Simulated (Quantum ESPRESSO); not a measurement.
# Rh: phonons at points of the zone under several settings

```
Rh
1.0
     0.00000    1.89785    1.89785
     1.89785    0.00000    1.89785
     1.89785    1.89785    0.00000
Rh
1
Direct
  0.00000 0.00000 0.00000
```

All runs used Quantum ESPRESSO 7.5; potentials GBRV 1.5 LDA; k mesh 10 × 10 × 10; relaxed cell; no spin polarisation; cutoff 612 eV; occupations cold, width 0.2 eV.

```csv
level,point,frequencies (cm⁻¹)
LDA,"L (0.500, 0.500, 0.500)",152 152 264
LDA,"K (0.375, 0.375, 0.750)",235 289 291
LDA,"W (0.500, 0.250, 0.750)",?
LDA,"X (0.500, 0.000, 0.500)",190 190 249
```

What stands in the row left open?

Frequencies 291 291 341 cm⁻¹.

Caveats: the mesh is thin for the phonons of a metal; the q point doesn't lie on the k mesh, which can shift a metal's frequencies strongly unless the mesh is converged (some runs).

For the row left open. Caveat: the mesh is thin for the phonons of a metal; the q point doesn't lie on the k mesh, which can shift a metal's frequencies strongly unless the mesh is converged.
